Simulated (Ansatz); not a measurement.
Write the native input for Ansatz 0.2.0 that does the following.

- Task: single point
- Functional: PBE
- Potentials or basis: Ansatz PAW
- Cutoff: 420 eV (not typed: the program's choice for these potentials)
- k mesh: 9 × 9 × 9
- Occupations: gaussian, width 0.023 eV
- Spin: no spin polarisation

The system is Pb.

```
CELL_PARAMETERS angstrom
0.00000 2.47502 2.47502
2.47502 0.00000 2.47502
2.47502 2.47502 0.00000
ATOMIC_POSITIONS crystal
Pb 0.00000 0.00000 0.00000
```

The input as run:

input.yaml

```yaml
crystal:
  lattice:
    - [0.0, 2.47502, 2.47502]
    - [2.47502, 0.0, 2.47502]
    - [2.47502, 2.47502, 0.0]
  atoms:
    - { symbol: Pb, position: [0.0, 0.0, 0.0] }
hamiltonian:
  xc: pbe
  pseudopotentials: { kind: paw }
kpoints:
  mp_grid: { grid: [9, 9, 9] }
scf:
  occupations: { method: gaussian, width: 0.023 }
output:
  forces: true
  stress: true
  eigenvalues: true
  write_density: true
  write_potential: true
  elf: true
  volumetric_format: npy
```

Potentials or basis: Ansatz PAW.

Launch:

```bash
$ ansatz run input.yaml --threads 2 --pin off --max-ram 5632MiB --backend cpu --events-out ev --progress --plain --runs-dir out
```

Results of the run:

The pressure is 2.2 GPa and the band gap on the k mesh is none (metal or under the smearing width).

Run time: 0.71 s on 2 threads of Arm Neoverse V1, on a shared host, peak memory 0.27 GiB.
